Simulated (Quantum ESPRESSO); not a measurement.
AlN: phonon spectrum and thermodynamics under several settings

```
CELL_PARAMETERS angstrom
0.00000 2.18399 2.18399
2.18399 0.00000 2.18399
2.18399 2.18399 0.00000
ATOMIC_POSITIONS crystal
Al 0.00000 0.00000 0.00000
N 0.25000 0.25000 0.25000
```

Measurements of this composition are mostly on another form, of space group No. 186.

All runs used Quantum ESPRESSO 7.5; k mesh 4 × 4 × 4, shifted; relaxed cell; no spin polarisation; cutoff 612 eV; occupations smeared at first, fixed for the response; q mesh 4 × 4 × 4.

```tsv
level	potentials	volume (Å³/atom)	highest frequency (cm⁻¹)	zero-point energy (meV/atom)	entropy at room temperature (k_B/atom)
LDA	GBRV 1.5 LDA	?	?	?	?
PBE	GBRV 1.5 PBE	10.70	869	94.6	1.26
```

**Question.** What stands in the row left open?

**Answer.** Volume 10.28 Å³/atom; highest frequency 902 cm⁻¹; zero-point energy 98.2 meV/atom; entropy at room temperature 1.21 k_B/atom.

Caveats: all runs use coarse meshes.

For the row left open. Caveat: the k mesh is coarse (spacing up to 0.62 Å⁻¹), so the values aren't converged.
